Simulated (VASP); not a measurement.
# NaCl (P4/mmm) in VASP: further runs, part 2 of 2

VASP 6.6.1.

### Step 3. Single point, r2SCAN (strain +0.050 along x and y, +0.000 along z, atoms carried along)

File POSCAR:

```
NaCl
1.0
    3.6772995000      0.0000000000      0.0000000000
    0.0000000000      3.6772995000      0.0000000000
    0.0000000000      0.0000000000      3.5021900000
Na Cl
1 1
Direct
    0.0000000000      0.0000000000      0.0000000000
    0.5000000000      0.5000000000      0.5000000000
```

File INCAR.step1:

```
SYSTEM = NaCl
ALGO = Normal ; EDIFF = 1E-4
ENCUT = 520 ; GGA = PE
ISMEAR = 0 ; LASPH = .TRUE.
LCHARG = .FALSE. ; LREAL = .FALSE.
LWAVE = .TRUE. ; NBANDS = 14
NELM = 100 ; PREC = Accurate
SIGMA = 0.05
```

File INCAR.step2:

```
SYSTEM = NaCl
ALGO = Normal ; EDIFF = 1E-6
ENCUT = 520 ; ISIF = 2
ISMEAR = 0 ; ISTART = 1
LASPH = .TRUE. ; LCHARG = .TRUE.
LELF = .TRUE. ; LMIXTAU = .TRUE.
LREAL = .FALSE. ; LVHAR = .TRUE.
LWAVE = .FALSE. ; METAGGA = R2SCAN
NBANDS = 14 ; NELM = 100
PREC = Accurate ; SIGMA = 0.05
```

File KPOINTS:

```
k-points
0
G
  6 6 6
  0 0 0
```

Potentials or basis: VASP PAW PBE potentials, release 64 (Na_pv, Cl).

Launch:

```bash
$ cat potpaw_PBE.64/Na_pv/POTCAR potpaw_PBE.64/Cl/POTCAR > POTCAR
$ cp INCAR.step1 INCAR
$ mpirun -np 1 vasp_std > vasp.out
$ cp INCAR.step2 INCAR
$ mpirun -np 1 vasp_std > vasp.out
```

OUTCAR:

```text
SYSTEM = NaCl
   EDIFF = 1E-6
   ENCUT = 520
   ISIF = 2
   ISMEAR = 0
   ISTART = 1
   LASPH = .TRUE.
   LREAL = .FALSE.
   METAGGA = R2SCAN
   NELM = 100
   PREC = Accurate

 ion  position               nearest neighbor table
   1  0.000  0.000  0.000-
   2  0.500  0.500  0.500-

  LATTYP: Found a simple tetragonal cell.
 ALAT       =     3.6772995000
 C/A-ratio  =     0.9523809524

  Lattice vectors:

 A1 = (   3.6772995000,   0.0000000000,   0.0000000000)
[... 586 lines left out ...]
      8       6.3721      0.00000
      9       8.6628      0.00000
     10      10.3301      0.00000
     11      11.7117      0.00000
     12      12.0192      0.00000
     13      12.8980      0.00000
     14      17.1143      0.00000

 [... further k-points ...]
[... 5 lines left out ...]
  --------------------------------------------------------------------------------------
  -------------------------------------------------------------------------------------
  Total       -1.1946796     -1.1946796     -0.1981989      0.0000000     -0.0000000      0.0000000
  in kB      -40.4170215    -40.4170215     -6.7052353      0.0000000     -0.0000000      0.0000000
  external PRESSURE =     -29.1797594 kB  Pullay stress =       0.0000000 kB

 VOLUME and BASIS-vectors are now :
 -----------------------------------------------------------------------------
  energy-cutoff  :      520.00
  volume of cell :       47.36
      direct lattice vectors                 reciprocal lattice vectors
     3.677299500  0.000000000  0.000000000     0.271938688  0.000000000  0.000000000
     0.000000000  3.677299500  0.000000000     0.000000000  0.271938688  0.000000000
     0.000000000  0.000000000  3.502190000     0.000000000  0.000000000  0.285535622

 POSITION                                       TOTAL-FORCE (eV/Angst)
 -----------------------------------------------------------------------------------
      0.00000      0.00000      0.00000         0.000000      0.000000      0.000000
      1.83865      1.83865      1.75110         0.000000      0.000000      0.000000
 -----------------------------------------------------------------------------------
    total drift:                               -0.000000      0.000000      0.000000

  FREE ENERGIE OF THE ION-ELECTRON SYSTEM (eV)
  ---------------------------------------------------
  free  energy   TOTEN  =       -13.3832382500 eV

  energy  without entropy=      -13.3832382500  energy(sigma->0) =      -13.38323825
```

OUTCAR.step1:

```text
SYSTEM = NaCl
   EDIFF = 1E-4
   ENCUT = 520
   GGA = PE
   ISMEAR = 0
   LASPH = .TRUE.
   LREAL = .FALSE.
[... 631 lines left out ...]
      0.00000      0.00000      0.00000         0.000000      0.000000      0.000000
      1.83865      1.83865      1.75110         0.000000      0.000000      0.000000
 -----------------------------------------------------------------------------------
    total drift:                               -0.000000      0.000000      0.000000

  FREE ENERGIE OF THE ION-ELECTRON SYSTEM (eV)
  ---------------------------------------------------
  free  energy   TOTEN  =        -6.4255548359 eV

  energy  without entropy=       -6.4255548359  energy(sigma->0) =       -6.42555484
```

OSZICAR.step1:

```text
N       E                     dE             d eps       ncg     rms          rms(c)
DAV:   1     0.102243884282E+03    0.10224E+03   -0.70700E+03  1120   0.997E+02
DAV:   2     0.198912515846E+01   -0.10025E+03   -0.91482E+02  1276   0.262E+02
DAV:   3    -0.657826345460E+01   -0.85674E+01   -0.85065E+01  1402   0.728E+01
DAV:   4    -0.671473203269E+01   -0.13647E+00   -0.13641E+00  1312   0.997E+00
DAV:   5    -0.671765808397E+01   -0.29261E-02   -0.29259E-02  1482   0.150E+00    0.223E+00
DAV:   6    -0.645912649775E+01    0.25853E+00   -0.37332E-01  1422   0.342E+00    0.159E+00
DAV:   7    -0.642580123911E+01    0.33325E-01   -0.94299E-02  1530   0.174E+00    0.110E+00
DAV:   8    -0.642560000584E+01    0.20123E-03   -0.12066E-02  1174   0.948E-01    0.373E-01
DAV:   9    -0.642543420629E+01    0.16580E-03   -0.38512E-04  1438   0.148E-01    0.211E-01
DAV:  10    -0.642555894461E+01   -0.12474E-03   -0.34905E-04  1198   0.123E-01    0.398E-02
DAV:  11    -0.642555483592E+01    0.41087E-05   -0.10547E-05   716   0.292E-02
   1 F= -.64255548E+01 E0= -.64255548E+01  d E =-.416065E-12
```

It took 45 s on 1 thread of AMD EPYC 9R45 (Zen 5), shared host; peak memory 0.14 GiB.

Results:

```
Free energy            : -13.3832 eV
Pressure               : -2.9 GPa
Band gap on the k mesh : 4.26 eV, indirect (least direct gap 4.62 eV)
```

Levels at points of the mesh, in eV from the valence-band top:
```
           k point  band 3  band 4  band 5  band 6  band 7  band 8  band 9  band 10  band 11  band 12
(0.00, 0.00, 0.00)  -23.14  -13.84   -0.74   -0.74   -0.36    4.26    8.83     9.33    15.53    15.53
(0.50, 0.00, 0.00)  -23.14  -13.59   -2.74   -0.55   -0.19    7.20    8.53    11.15    11.83    12.79
(0.50, 0.50, 0.00)  -23.15  -13.40   -2.20   -2.20    0.00    5.86   10.54    11.11    11.11    13.40
(0.00, 0.00, 0.50)  -23.14  -13.50   -2.74   -0.48   -0.48    7.07    8.85    11.04    11.99    11.99
(0.50, 0.00, 0.50)  -23.14  -13.31   -2.22   -2.09   -0.27    6.14   10.08    10.82    11.24    12.66
(0.50, 0.50, 0.50)  -23.16  -13.12   -1.90   -1.76   -1.76    7.50    7.54     7.54    12.00    15.50
```

Caveat: the PAW data sets were made with another functional, which shifts forces and pressure a little. A k mesh can miss the band edges.
